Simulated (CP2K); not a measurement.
## CsH: band structure with LDA

CsH:

```
Cs H
1.0
     4.50851    0.00000    0.00000
     2.25426    3.90449    0.00000
     2.25426    1.30150    3.68119
Cs H
1 1
Cartesian
  0.0000 0.0000 0.0000
  4.5085 2.6030 1.8406
```

| Property | Result |
| --- | --- |
| Program | CP2K 2026.2 |
| Task | band structure |
| Functional | LDA |
| Potentials or basis | GTH_POTENTIALS Cs GTH-PADE-q9, H GTH-PADE-q1; TZVP-MOLOPT-PBE-GTH basis |
| Density cutoff | 7483 eV |
| k mesh | 7 × 7 × 7 |
| Occupations | fermi-dirac, width 0.0259 eV |
| Spin | no spin polarisation |
| SCF solver | diagonalisation with k points |
| Quickstep method | GPW |
| EPS_DEFAULT | 1.0E-10 |
| EPS_SCF | 1.0E-6 |
| MAX_SCF | 100 |
| SCF_GUESS | ATOMIC |
| k points reduced by the point group | yes |
| Mesh centred on Gamma | yes |
| CHOLESKY | OFF |
| EPS_EIGVAL | 1.0E-7 |
| MIXING METHOD | BROYDEN_MIXING |
| MIXING ALPHA | 0.4 |
| NBUFFER | 8 |
| NGRIDS | 5 |
| Basis sets | Cs TZVP-MOLOPT-PBE-GTH-q9, H TZVP-MOLOPT-PBE-GTH-q1 |
| Potentials | Cs GTH-PADE-q9 of GTH_POTENTIALS, H GTH-PADE-q1 of GTH_POTENTIALS |
| ADDED_MOS | [10] |
| Points a segment of the path (NPOINTS) | 6 |
| Bands added on the path | 4 |
| REL_CUTOFF (Ry) | 60 Ry |
| MIXING BETA (1/bohr) | 1.5 1/bohr |
| CUTOFF of the grids | 550 Ry |

The pressure is -1.0 GPa and the band gap on the k mesh is 2.24 eV, direct. The band gap along the path is 1.94 eV, direct and the mulliken charges are Cs +0.39; H -0.39 e.

Levels at the corners of the path, in eV from the valence-band top:
| point | band 1 | band 2 | band 3 | band 4 | band 5 | band 6 | band 7 | band 8 | band 9 | band 10 |
| --- | --- | --- | --- | --- | --- | --- | --- | --- | --- | --- |
| Γ | -21.70 | -7.99 | -7.99 | -7.99 | -1.89 | 5.04 | 5.04 | 5.04 | 5.69 | 6.87 |
| X | -21.60 | -8.73 | -8.27 | -8.27 | -1.23 | 2.86 | 5.35 | 7.87 | 8.35 | 8.77 |
| W | -21.59 | -8.51 | -8.51 | -8.32 | -0.77 | 3.92 | 3.92 | 5.04 | 8.29 | 8.84 |
| K | -21.60 | -8.61 | -8.48 | -8.21 | -0.82 | 3.15 | 4.58 | 6.30 | 6.92 | 8.13 |
| Γ | -21.70 | -7.99 | -7.99 | -7.99 | -1.89 | 5.04 | 5.04 | 5.04 | 5.69 | 6.87 |
| L | -21.62 | -8.85 | -8.09 | -8.09 | 0.00 | 1.94 | 4.65 | 4.65 | 7.69 | 8.31 |
| U | -21.60 | -8.61 | -8.48 | -8.21 | -0.82 | 3.15 | 4.58 | 6.30 | 6.92 | 8.13 |
| W | -21.59 | -8.51 | -8.51 | -8.32 | -0.77 | 3.92 | 3.92 | 5.04 | 8.29 | 8.84 |
| L | -21.62 | -8.85 | -8.09 | -8.09 | 0.00 | 1.94 | 4.65 | 4.65 | 7.69 | 8.31 |
| K | -21.60 | -8.61 | -8.48 | -8.21 | -0.82 | 3.15 | 4.58 | 6.30 | 6.92 | 8.13 |
| U | -21.60 | -8.61 | -8.48 | -8.21 | -0.82 | 3.15 | 4.58 | 6.30 | 6.92 | 8.13 |
| X | -21.60 | -8.73 | -8.27 | -8.27 | -1.23 | 2.86 | 5.35 | 7.87 | 8.35 | 8.77 |

It took 23 s on 1 thread of Arm Neoverse V2 (shared host), peak memory 0.32 GiB.

Caveat: Mulliken charges move with the basis; spin-orbit coupling is left out, which moves the levels of the heavy elements; the mesh misses the band edges, which the band path finds closer together; the basis of atomic orbitals isn't converged, which shifts pressures, moduli and gaps.
